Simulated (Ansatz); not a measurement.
**Cobalt, hcp: HSE06 after PBE**

Aim: see what exact exchange does to the levels and moments, and what it costs. The geometry was relaxed under PBE beforehand and is kept. Exact exchange is dear, so the k-mesh is coarse, and PBE is run on the same mesh for comparison.

Method: DFT, plane waves (420 eV) with PBE-made PAW files, scalar-relativistic; functionals as named at each step, in Ansatz 0.2.0.

## Step 1: The starting structure

It takes space group P6_3/mmc (No. 194, hexagonal). The conventional cell has a = 2.494 Å, b = 2.494 Å, c = 4.028 Å, α = 90.00°, β = 90.00°, γ = 120.00°. Around Co (site symmetry -6m2) lie 12 Co at 2.48 to 2.49 Å.

Coordinates:

```cif
data_structure
_symmetry_space_group_name_H-M 'P6_3/mmc'
_symmetry_Int_Tables_number 194
_cell_length_a 2.4935
_cell_length_b 2.4935
_cell_length_c 4.0278
_cell_angle_alpha 90.000
_cell_angle_beta 90.000
_cell_angle_gamma 120.000
_cell_volume 21.69
loop_
_atom_site_label
_atom_site_type_symbol
_atom_site_symmetry_multiplicity
_atom_site_Wyckoff_symbol
_atom_site_fract_x
_atom_site_fract_y
_atom_site_fract_z
_atom_site_occupancy
Co1 Co 2 c 0.33333 0.66667 0.25000 1
```

The atoms start with moments of +1.69 ×2 μB.

## Step 2: PBE on the coarse mesh

The run with PBE.

input.yaml reads:

```yaml
crystal:
  lattice:
    - [2.4935221394, 0.0, 0.0]
    - [-1.2467610697, 2.1594535177, 0.0]
    - [0.0, 0.0, 4.0277847502]
  atoms:
    - { symbol: Co, position: [0.3333333333, 0.6666666667, 0.25], spin: 1.69 }
    - { symbol: Co, position: [0.6666666667, 0.3333333333, 0.75], spin: 1.69 }
hamiltonian:
  xc: pbe
  pseudopotentials:
    kind: paw
    azcp:
      Co: "pseudopotentials/Co.paw.azcp"
basis:
  ecutwfc: 420
  fft_grid_basis: typed
kpoints:
  mp_grid: { grid: [7, 7, 4], shift: [0, 0, 0] }
magnetization:
  spin_polarized: true
scf:
  occupations: { method: fermi_dirac, width: 0.1 }
```

The log of the run:

```text
Warning: RAYON_NUM_THREADS=4 ignored (pool sized by the plan → 4); use --threads N
Engine: ansatz 0.2.0, x86_64-unknown-linux-gnu
Pseudopotentials: kind: paw
Pseudopotential: Co, paw, valence charge 17, recommended cutoff 420 eV (normal), <dir>
Functional definition: PBE
  parameter kappa = 0.804
  parameter beta = 0.06672455060314922
  exchange = pbe_x(kappa = kappa, mu = beta*pi^2/3)
  correlation = pbe_c(beta = beta)
Crystal: 2 atoms, lattice volume = 21.688 Å³
Basis set: ecut = 420 eV, 403 PW (Γ)
Bands: 23, of which v1, the nominal top of the filled ones, is band 17 counted from 1 (16 counted from 0)
Symmetry: 24 space group operations
Space group: P63/mmc (ITA 194), of the structure as read, at distance tolerance 2.8e-5 Å
Magnetic group: BNS 194.263 (UNI 1493), of the structure as read, at distance tolerance 2.8e-5 Å
k-points: 24 of 196
Non-local potential: Co, projectors of the file, l = 0: 3, l = 1: 2, l = 2: 3, l = 3: 1
PAW form: soft (Blöchl's): semilocal exchange-correlation on the pseudo side does not see the compensation charge
PAW one-centre angular grid: Co, 590 points (default); XC on 64 Gauss nodes
Initial density: superposition of atomic densities (chi_scale 0.1, normalization cell)
Starting moments: Σ|m| = 3.38 μB on 2 of 2 sites
Initial wavefunctions: pseudopotential atomic-orbital guess
Functional: x = pbe(κ = 0.804, μ = 0.2195149727645171), c = pbe(β = 0.06672455060314922)
SCF iter   1: F=—  HF=-10251.696177 eV  |F-HF|=—  |Δ(HF+E_count)|=         —  Δρ=1.08e-1 (↑2.85e-2 ↓1.08e-1)  dr2=2.34e0  dr2_m=3.23e-1  M=3.323 μB ∫|m|=3.461 μB  β_m=0.30  ethr=3.10e-3  ⟨swp⟩=4.9  Hψ=4063  notcnv=0
Mixer restart at iter 1: flushing history
preconditioner: auto → none  [metal: Δε(μ)=0.036 eV  Ē_g=9.123 eV  σ=0.100 eV  W_gap=0.09  n_scr=8 (ndim 8)  ℏωp=33.8 eV  f_vac=0.000  D(μ)=2.21/eV (n_scr^D=34)  sad-step TF]
SCF iter   2: F=—  HF=-10250.994882 eV  |F-HF|=—  |Δ(HF+E_count)|=   7.01e-1  Δρ=5.63e-2 (↑3.12e-2 ↓5.63e-2)  dr2=1.54e-1  dr2_m=3.67e-1  M=3.440 μB ∫|m|=3.627 μB  β_m=0.40  ethr=3.10e-3  ⟨swp⟩=2.5  Hψ=2082  notcnv=0  defer=6
SCF iter   3: F=—  HF=-10251.642486 eV  |F-HF|=—  |Δ(HF+E_count)|=   6.48e-1  Δρ=2.72e-2 (↑2.72e-2 ↓1.74e-2)  dr2=9.83e-3  dr2_m=9.62e-2  M=3.391 μB ∫|m|=3.630 μB  β_m=0.58  ethr=4.53e-4  ⟨swp⟩=2.4  Hψ=1646  notcnv=0  defer=6
SCF iter   4: F=—  HF=-10252.174240 eV  |F-HF|=—  |Δ(HF+E_count)|=   5.32e-1  Δρ=1.76e-2 (↑1.76e-2 ↓7.56e-3)  dr2=7.75e-2  dr2_m=5.42e-3  M=3.307 μB ∫|m|=3.583 μB  β_m=0.79  ethr=2.89e-5  ⟨swp⟩=2.0  Hψ=2196  notcnv=0  defer=6
SCF iter   5: F=—  HF=-10252.298025 eV  |F-HF|=—  |Δ(HF+E_count)|=   1.24e-1  Δρ=3.82e-3 (↑3.82e-3 ↓5.36e-4)  dr2=2.50e-3  dr2_m=6.47e-4  M=3.231 μB ∫|m|=3.526 μB  β_m=0.89  ethr=2.89e-5  ⟨swp⟩=2.0  Hψ=2296  notcnv=0  defer=6
SCF iter   6: F=—  HF=-10252.304909 eV  |F-HF|=—  |Δ(HF+E_count)|=   6.88e-3  Δρ=1.19e-3 (↑1.19e-3 ↓8.64e-4)  dr2=5.07e-4  dr2_m=8.13e-6  M=3.206 μB ∫|m|=3.516 μB  β_m=0.84  ethr=7.36e-6  ⟨swp⟩=2.2  Hψ=2179  notcnv=0  defer=6
SCF iter   7: F=—  HF=-10252.304844 eV  |F-HF|=—  |Δ(HF+E_count)|=   6.52e-5  Δρ=2.79e-4 (↑2.79e-4 ↓1.59e-4)  dr2=1.64e-6  dr2_m=9.02e-6  M=3.207 μB ∫|m|=3.517 μB  β_m=0.92  ethr=1.49e-6  ⟨swp⟩=2.1  Hψ=1485  notcnv=0  defer=6
SCF iter   8: F=—  HF=-10252.304843 eV  |F-HF|=—  |Δ(HF+E_count)|=   1.14e-6  Δρ=1.86e-5 (↑1.16e-5 ↓1.86e-5)  dr2=2.88e-8  dr2_m=1.38e-8  M=3.206 μB ∫|m|=3.517 μB  β_m=0.80  ethr=4.83e-9  ⟨swp⟩=2.1  Hψ=1838  notcnv=0  defer=6
SCF iter   9: F=-10252.304843 eV  HF=-10252.304843 eV  |F-HF|=5.89e-9  |Δ(HF+E_count)|=   3.85e-8  Δρ=1.25e-5 (↑9.40e-6 ↓1.25e-5)  dr2=5.64e-9  dr2_m=1.72e-8  M=3.206 μB ∫|m|=3.517 μB  ethr=8.48e-11  ⟨swp⟩=1.0  Hψ=2908  notcnv=0
SCF 1 converged in 9 iterations: F = -10252.304843 eV  dr2 = 5.64e-9
SCF converged after 9 iterations
Magnetization: 3.2063 μB (18.6031 up, 15.3969 down)
Absolute magnetization: 3.5179 μB (∫|ρ↑−ρ↓|, with the PAW one-centre terms)
Spin contamination: 0.0564 ħ² per cell (⟨S²⟩ above its minimum at these occupations)
Per-site moments (μB) at R_I (Å): [(1.6749215386621434, 1.0211615075184137), (1.6749215386621432, 1.0211615075184137)]
Free energy (F): -10252.304843 eV
Harris-Foulkes:  -10252.304843 eV  (|F-HF|=5.89e-9)
Internal energy: -10252.234978 eV  (E = F + TS)
E sigma→0 (E₀):  -10252.269910 eV
Entropy (-TS):   -0.069865 eV (-34.933 meV/atom)
Fermi energy:    18.706513 eV
--- Per-component energies (eV) ---
  E_band       = -487.629133
  E_kinetic    = 907.267005
  E_local      = -5663.044079  (includes V_loc(G=0)·N_el)
  E_nonlocal   = 908.104257
  E_hartree    = 2373.610642
  E_xc         = -318.044931
  E_vxc        = -410.420780  (∫ρ·V_xc dr)
  E_paw        = -3030.147087  (= ΣΔE_a)
  E_vpaw       = -976.760973  (= ΣTr[D̂ρ^β])
  E_aug_tail   = 0.000159  (compensation charges beyond the density's cutoff)
  E_ewald      = -5429.980943
  E_smearing   = -0.069865  (= −TS)
  E_closure    = -0.000000  (closes the sum)
  Σ components = -10252.304843   (vs F -10252.304843, Δ=0.00e0)
```

It took 0.48 s on 4 threads of an x86-64 CPU, shared host; peak memory 0.36 GiB.

[end of part 1 of 2]
